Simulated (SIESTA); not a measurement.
ZnS (Wurtzite-4H):

```xyz
8
Lattice="3.8227 0.0000 0.0000 -1.9114 3.3106 0.0000 0.0000 0.0000 12.5200" Properties=species:S:1:pos:R:3 pbc="T T T"
Zn    1.9114    1.1035    9.3900
Zn    0.0000    2.2070    3.1300
Zn    0.0000    0.0000    6.2600
Zn    0.0000    0.0000    0.0000
S     1.9114    1.1035   11.7375
S     0.0000    2.2070    5.4775
S     0.0000    0.0000    8.6075
S     0.0000    0.0000    2.3475
```

Base run:

| Quantity | Value |
| --- | --- |
| Program | SIESTA 5.4.2 |
| Functional | PBE |
| Potentials or basis | PseudoDojo 0.4 standard (PBE files) |
| Basis | DZP (energy shift 0.003 Ry; two zetas on semicore shells) |
| Grid cutoff | 800 Ry |
| Energy shift | 0.003 Ry |
| k mesh | 8 × 8 × 3 |
| Occupations | fermi-dirac, width 0.05 eV |
| Spin | no spin polarisation |

Its results: band gap on the k mesh 2.51 eV, direct; pressure 2.2 GPa; largest force 0.028 eV/Å.

Problem. The run is repeated on the same cell with these changes: functional from PBE to PBEsol; potentials or basis from PseudoDojo 0.4 standard (PBE files) to PseudoDojo 0.4 standard (PBEsol files). What comes out?

Solution. Band gap on the k mesh 2.38 eV, direct; pressure -1.5 GPa; largest force 0.027 eV/Å.

Caveats: short orbitals over semicore shells can move pressures by several GPa; the valence orbitals were made in a potential fitted to the semicore shell under them, which widens gaps by tenths of an eV or more; the basis of atomic orbitals isn't converged, which shifts pressures, moduli and gaps; an odd mesh through Γ misses points on the zone boundary, where band edges often lie (some runs).
